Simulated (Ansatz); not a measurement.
ZnS built on the zincblende prototype: a single-point calculation in Ansatz (r2SCAN). The cell was relaxed with r2SCAN and then strained (isotropic -2.72 % on every length), with the atoms relaxed again with r2SCAN; k points keep the names of the unstrained zone.

The input:
```yaml
crystal:
  lattice:
    - [0.0, 2.6208066996, 2.6208066996]
    - [2.6208066996, 0.0, 2.6208066996]
    - [2.6208066996, 2.6208066996, 0.0]
  atoms:
    - { symbol: Zn, position: [0.0, 0.0, 0.0] }
    - { symbol: S, position: [0.25, 0.25, 0.25] }
kpoints:
  mp_grid: { grid: [8, 8, 8] }
  band_path:
    path:
      - [0.0, 0.0, 0.0]
      - [-0.5, -0.5, 0.0]
      - [-0.375, -0.375, 0.25]
      - [-0.375, 0.0, 0.375]
      - [0.0, 0.0, 0.5]
      - [-0.5, -0.25, 0.25]
    npoints: 1
hamiltonian:
  xc: r2scan
scf:
  occupations: { method: fixed }
  n_extra_bands: 4
output:
  forces: true
  stress: true
  eigenvalues: true
```

The output, standing remarks left out:
```
Pseudopotential: Zn, paw, valence charge 12, recommended cutoff 500 eV (meta_gga)
Pseudopotential: S, paw, valence charge 6, recommended cutoff 500 eV (meta_gga)
Functional definition: r2SCAN
Crystal: 2 atoms, lattice volume = 36.003 Å³
Basis set: ecut = 500 eV, 941 PW (Γ)
Bands: 13, of which v1, the nominal top of the filled ones, is band 9 counted from 1 (8 counted from 0)
Symmetry: 24 space group operations
Space group: F-43m (ITA 216)
k-points: 29 of 512 (time reversal used)
Free energy (F): -4233.379208 eV
Fermi energy:    6.771911 eV
--- Forces (eV/Å), atoms counted from 1 ---
  atom   1  Zn      0.00000      0.00000      0.00000
  atom   2  S       0.00000      0.00000      0.00000
--- Stress (GPa, compression-positive) ---
        7.846066       0.000000       0.000000
        0.000000       7.846066       0.000000
        0.000000       0.000000       7.846066
  P = ⅓ Tr σ = 7.8461 GPa (78.461 kbar)
```

The file bands.tsv (bands near the Fermi energy, numbered from 0, rounded):
```tsv
# k_distance	band_4	band_5	band_6	band_7	band_8	band_9	band_10	band_11	band_12
# fermi_ev = 6.771911
# [0, 0, 0] at k_distance = 0.000000
# [-0.5, -0.5, 0] at k_distance = 1.198712
# [-0.375, -0.375, 0.25] at k_distance = 1.622521
# [-0.375, 0, 0.375] at k_distance = 2.356579
# [0, 0, 0.5] at k_distance = 3.090637
# [-0.5, -0.25, 0.25] at k_distance = 3.938255
# levels_relative_to = fermi_ev
0.000	-6.252	-6.252	0.000	0.000	0.000	3.094	6.771	6.771	6.771
1.199	-6.153	-5.998	-4.998	-2.648	-2.648	3.503	4.421	12.480	13.398
1.623	-6.207	-5.825	-5.162	-3.652	-2.152	4.380	6.607	10.212	10.548
2.357	-6.207	-5.825	-5.162	-3.652	-2.152	4.380	6.607	10.212	10.548
3.091	-6.213	-6.120	-5.957	-1.035	-1.035	3.978	7.276	7.276	9.740
3.938	-6.304	-5.749	-5.115	-3.298	-3.161	6.003	6.974	8.607	8.620
```
In order the rows are Γ, X, U, K, L, W.

With r2SCAN the gap is 3.09 eV and direct, at Γ. At this geometry r2SCAN finds +7.85 GPa, compression counted positive: its own equilibrium volume is larger.

Spin-unpolarised throughout; all numbers are computed.
